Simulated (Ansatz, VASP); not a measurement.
**Two plane-wave programs on Rh**

```
Rh
1.0
     3.79729    0.00000    0.00000
    -1.89865    3.28855    0.00000
     0.00000    0.00000    5.29736
Rh
4
Direct
  0.00000 0.00000 0.14016
  0.00000 0.00000 0.64016
  0.33333 0.66667 0.86484
  0.66667 0.33333 0.36484
```

Alike in both runs: functional PBE; k mesh 6 × 6 × 2; occupations gaussian, width 0.1 eV; no spin polarisation.

Ansatz relaxed the structure, and its values are those at the end. VASP's run is a single point on that final structure, the one shown.

```csv
,VASP,Ansatz
version,VASP 6.6.1,Ansatz 0.2.0
potentials or method,"VASP PAW PBE potentials, release 64 (Rh_pv)","scalar-relativistic, plane waves, PAW"
plane-wave cutoff (eV),520,420
valence electrons in the cell,60,68
```

|  | VASP | Ansatz | Ansatz less VASP |
| --- | --- | --- | --- |
| gap on the k mesh at the Fermi level (eV) | none | none | - |
| pressure (GPa) | 0.1 | 0.0 | -0.05 |
| rms of the force components (eV/Å) | 0.005 | 0.003 | -0.0016 |

A gap of «none» marks a metal or a gap that the smearing closes. The two sets of potentials don't hold the same shells in valence.

Caveats: the k mesh is coarse (spacing up to 0.59 Å⁻¹), so the values aren't converged.
